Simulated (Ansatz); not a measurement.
# Pressure series in RuO2

Consider RuO2 in the rutile structure (space group P4_2/mnm, No. 136; a = 4.467 Å, c = 3.093 Å).

Cell and atoms are relaxed at each pressure.

Method: PBEsol (Ansatz, a first-principles code; PAW; 420 eV plane waves; scalar-relativistic without spin-orbit coupling), earlier PAW set.

Candidates:
(a) pressure 100 GPa
(b) pressure −2 GPa
(c) pressure 75 GPa

Base values:

The c/a ratio is 0.692.

Problem. Order them by c/a ratio, highest first.

Solution. (a) pressure 100 GPa (0.738), (c) pressure 75 GPa (0.728), (b) pressure −2 GPa (0.691)

Load acts through the strain it causes; cell and atoms are relaxed under it. Whether these cells are dynamically stable was not tested. No other phases were tried under pressure. No Hubbard U is applied, and correlation can decide whether such a compound is a metal. All final runs are without spin polarisation.
